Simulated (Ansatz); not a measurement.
Write the native input for Ansatz 0.2.0 that does the following.

| Item | Value |
| --- | --- |
| Task | band structure |
| Functional | RPBE |
| Potentials or basis | Ansatz PAW |
| Cutoff | 420 eV (not typed: the program's choice for these potentials) |
| k mesh | 9 × 9 × 9 |
| Occupations | fermi-dirac, width 0.05 eV |
| Spin | no spin polarisation |
| Path | [["G", "X", "W", "K", "G", "L", "U", "W", "L", "K"], ["U", "X"]] |
| Points for each segment of the path | 14 |

HfO2:

```
Hf O
1.0
     0.00000    2.55750    2.55750
     2.55750    0.00000    2.55750
     2.55750    2.55750    0.00000
Hf O
1 2
Direct
  0.00000 0.00000 0.00000
  0.75000 0.75000 0.75000
  0.25000 0.25000 0.25000
```

Measurements of this composition are mostly on another form, of space group No. 14.

These files were run (other wordings do the same):

input.yaml

```yaml
crystal:
  lattice:
    - [0.0, 2.5575, 2.5575]
    - [2.5575, 0.0, 2.5575]
    - [2.5575, 2.5575, 0.0]
  atoms:
    - { symbol: Hf, position: [0.0, 0.0, 0.0] }
    - { symbol: O, position: [0.75, 0.75, 0.75] }
    - { symbol: O, position: [0.25, 0.25, 0.25] }
hamiltonian:
  xc: rpbe
  pseudopotentials: { kind: paw }
kpoints:
  mp_grid: { grid: [9, 9, 9] }
  band_path:
    path:
      - [[0.0, 0.0, 0.0], [0.5, 0.0, 0.5], [0.5, 0.25, 0.75], [0.375, 0.375, 0.75], [0.0, 0.0, 0.0], [0.5, 0.5, 0.5], [0.625, 0.25, 0.625], [0.5, 0.25, 0.75], [0.5, 0.5, 0.5], [0.375, 0.375, 0.75]]
      - [[0.625, 0.25, 0.625], [0.5, 0.0, 0.5]]
    npoints: 14
scf:
  occupations: { method: fermi_dirac, width: 0.05 }
  n_extra_bands: 7
output:
  forces: true
  stress: true
  eigenvalues: true
  fatbands: false
```

Potentials or basis: Ansatz PAW.

The run is started by

```bash
$ ansatz run input.yaml --threads 2 --pin off --max-ram 5632MiB --backend cpu --events-out ev --progress --plain --runs-dir out
```

It gave:

```
Pressure                : 2.5 GPa
Band gap on the k mesh  : 3.94 eV, indirect (least direct gap 4.05 eV)
Band gap along the path : 3.83 eV, direct
```

Caveat: the k mesh misses the band edges, so the gap on the mesh is wider than the one along the path; the pressure holds a Pulay correction of +0.8 GPa for the finite cutoff; spin-orbit coupling is left out, which moves the levels of the heavy elements; the PAW data sets come from PBE, with cores solved anew for the run's functional, which leaves a small shift of forces and pressure.

Wall time 2.4 s on 2 threads of Arm Neoverse V1, on a shared host, peak memory 0.32 GiB.
